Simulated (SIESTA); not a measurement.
# CdS under changes of volume

One of the cells (45.635 Å³/atom); the others are scaled copies at fixed shape and fractional positions:

```
Cd S
1.0
     4.26117    0.00000    0.00000
    -2.13058    3.69028    0.00000
     0.00000    0.00000    5.80417
Cd S
1 1
Direct
  0.00000 0.00000 0.44269
  0.66667 0.33333 0.43431
```

Measurements of this composition are mostly on another form, of space group No. 186.

- Program: SIESTA 5.4.2
- Functional: PBEsol
- Potentials or basis: PseudoDojo 0.4 standard (PBEsol files)
- Basis: DZP (energy shift 0.003 Ry; two zetas on semicore shells)
- Grid cutoff: 800 Ry
- Energy shift: 0.003 Ry
- k mesh: 7 × 7 × 5
- Occupations: fermi-dirac, width 0.05 eV
- Spin: no spin polarisation

```csv
volume (Å³/atom),energy over the lowest point (meV/atom),pressure (GPa),gap on the mesh (eV),largest force (eV/Å)
42.897,1.20,0.6,1.81,0.022
43.810,0.00,-0.1,1.76,0.016
44.722,2.61,-0.8,1.66,0.009
45.635,?,?,?,?
46.548,17.82,-1.8,1.48,0.002
47.460,29.56,-2.3,1.39,0.006
48.373,43.80,-2.7,1.31,0.010
```

Problem. What does the run at 45.635 Å³/atom give?

Solution. Energy over the lowest point 8.72 meV/atom; pressure -1.3 GPa; gap on the mesh 1.57 eV; largest force 0.004 eV/Å.

Worked out: A Birch-Murnaghan fit of order 3 (a polynomial in V^(-2/3)) to the other rows has its minimum at 43.62 Å³/atom with B0 = V·E''(V) = 33 GPa and B' = 4.7 at fixed shape and positions, which overstates the stiffness. It gives 8.69 meV/atom at 45.635 Å³/atom, against the run's 8.72, and -dE/dV = -1.3 GPa, against -1.3. A parabola through the other rows of the gap, of slope -4.33 eV per unit of ln V there, gives 1.58 eV, against the run's 1.57.

Energies are extrapolated to zero smearing.

Caveats: an odd mesh through Γ misses points on the zone boundary, where band edges often lie; the basis of atomic orbitals isn't converged, which shifts pressures, moduli and gaps. Spin-orbit coupling on Cd is left out.
